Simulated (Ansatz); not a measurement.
Input of an Ansatz 0.2.0 run:

File input.yaml:

```yaml
crystal:
  lattice:
    - [-1.769557, 1.800627, 1.812048]
    - [1.789783, -1.800783, 1.832431]
    - [1.782205, 1.813432, -1.812204]
  atoms:
    - { symbol: Hf, position: [0.0, 0.0, 0.0] }
hamiltonian:
  xc: rpbe
  pseudopotentials: { kind: paw_fr }
  dispersion: d3bj
magnetization:
  noncollinear: true
  spin_orbit: true
kpoints:
  mp_grid: { grid: [12, 12, 12] }
scf:
  occupations: { method: tetrahedron_uncorrected }
  n_extra_bands: 6
output:
  forces: true
  stress: true
  eigenvalues: true
  dos: { projected: true, de: 0.05, nscf_kmesh: { grid: [12, 12, 12] } }
```

Potentials or basis: Ansatz PAW.

Launch:

```console
$ ansatz run input.yaml --threads 1 --pin off --max-ram 2560MiB --backend cpu --events-out ev --progress --plain --runs-dir out
```

Question: Predict the band gap on the k mesh.

Answer: None (metal or under the smearing width).

Question: Estimate the density of states at the Fermi level.

Answer: 1.94 states/eV per cell.

Question: Estimate the pressure.

Answer: -28.6 GPa.

States per cell in windows of 0.5 eV (zero at the Fermi level; states under -8 eV left out):
```csv
from (eV),total,Hf 5d j=2.5,Hf 5d j=1.5,Hf 6s j=0.5,Hf 5p j=1.5,Hf 4f j=3.5
-8.0,0.00,0.00,0.00,0.00,0.00,0.00
-7.5,0.00,0.00,0.00,0.00,0.00,0.00
-7.0,0.01,0.00,0.00,0.01,0.00,0.00
-6.5,0.03,0.00,0.00,0.03,0.00,0.00
-6.0,0.05,0.00,0.00,0.05,0.00,0.00
-5.5,0.07,0.00,0.00,0.06,0.00,0.00
-5.0,0.09,0.01,0.00,0.07,0.00,0.00
-4.5,0.11,0.02,0.01,0.09,0.00,0.00
-4.0,0.16,0.03,0.02,0.10,0.00,0.00
-3.5,0.27,0.09,0.05,0.12,0.00,0.00
-3.0,0.34,0.14,0.08,0.11,0.00,0.00
-2.5,0.39,0.19,0.11,0.08,0.00,0.00
-2.0,0.49,0.28,0.16,0.04,0.00,0.00
-1.5,0.22,0.12,0.08,0.01,0.00,0.00
-1.0,0.58,0.34,0.21,0.01,0.01,0.00
-0.5,1.09,0.54,0.47,0.03,0.01,0.00
0.0,1.03,0.44,0.41,0.08,0.01,0.00
0.5,0.56,0.25,0.25,0.02,0.00,0.00
1.0,0.32,0.14,0.17,0.01,0.00,0.00
1.5,0.10,0.05,0.05,0.00,0.00,0.00
2.0,0.24,0.15,0.08,0.01,0.00,0.00
2.5,0.41,0.25,0.14,0.01,0.00,0.00
3.0,0.54,0.32,0.19,0.01,0.00,0.00
3.5,0.67,0.39,0.25,0.01,0.00,0.00
4.0,0.54,0.28,0.22,0.02,0.00,0.00
4.5,1.04,0.56,0.35,0.08,0.00,0.00
5.0,0.51,0.24,0.15,0.06,0.00,0.00
5.5,0.09,0.02,0.02,0.01,0.00,0.00
6.0,0.03,0.01,0.01,0.00,0.00,0.00
6.5,0.00,0.00,0.00,0.00,0.00,0.00
7.0,0.00,0.00,0.00,0.00,0.00,0.00
7.5,0.00,0.00,0.00,0.00,0.00,0.00
```

Caveat: pairwise dispersion overbinds metals, which lowers pressure and volume; the PAW data sets come from PBE, with cores solved anew for the run's functional, which leaves a small shift of forces and pressure.
